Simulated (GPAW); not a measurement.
Crystal: Ge.

```
Ge
1.0
     2.71047    0.00000    0.00000
     0.00000    2.71047    0.00000
     0.00000    0.00000    2.71047
Ge
1
Direct
  0.00000 0.00000 0.00000
```

The cell was built by a generator and needn't be a form met in nature.

Base run:

```yaml
Program: GPAW 26.7.0
Functional: TPSS
Potentials_or_basis: GPAW PAW data sets (gpaw-data 1.2.1)
Cutoff: 600 eV
Basis: pw
k_mesh: 10 × 10 × 10
Occupations: fermi-dirac, width 0.05 eV
Spin: no spin polarisation
```

Its results: band gap on the k mesh none (metal or under the smearing width); pressure -2.2 GPa.

Task: The run is repeated on the same cell with these changes: functional from TPSS to PBE. What comes out?

Result: Band gap on the k mesh none (metal or under the smearing width); pressure -0.6 GPa.

Caveats: the PAW data sets were made with another functional, which shifts forces and pressure a little (some runs).
